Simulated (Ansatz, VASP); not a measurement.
FeSi in VASP and in Ansatz

```xyz
8
Lattice="4.2625 0.0000 0.0000 0.0000 4.2625 0.0000 0.0000 0.0000 4.2625" Properties=species:S:1:pos:R:3 pbc="T T T"
Fe    0.5992    0.5992    0.5992
Fe    1.5321    3.6633    2.7304
Fe    2.7304    1.5321    3.6633
Fe    3.6633    2.7304    1.5321
Si    3.5924    3.5924    3.5924
Si    2.8013    0.6701    1.4611
Si    1.4611    2.8013    0.6701
Si    0.6701    1.4611    2.8013
```

Alike in both runs: functional PBE; k mesh 8 × 8 × 8; occupations gaussian, width 0.05 eV; no spin polarisation.

Ansatz relaxed the structure, and its values are those at the end. VASP's run is a single point on that final structure, the one shown.

|  | VASP | Ansatz |
| --- | --- | --- |
| version | VASP 6.6.1 | Ansatz 0.2.0 |
| potentials or method | VASP PAW PBE potentials, release 64 (Fe, Si) | scalar-relativistic, plane waves, PAW |
| plane-wave cutoff (eV) | 520 | 420 |
| valence electrons in the cell | 48 | 80 |

VASP gave:

- gap on the k mesh at the Fermi level (eV): 0.15
- least direct gap on the mesh (eV): 0.17
- rms of the force components (eV/Å): 0.018

Problem. Which values does Ansatz return?

Solution. gap on the k mesh at the Fermi level (eV): 0.16; least direct gap on the mesh (eV): 0.18; rms of the force components (eV/Å): 0.002.

The functional is the same, so the differences come from potentials, cutoffs and numerics. The two sets of potentials don't hold the same shells in valence. Ansatz warned: «stress_scf_threshold_loose».

 Spin polarisation is off, so any magnetic state and its effect on volume and gap are missing.
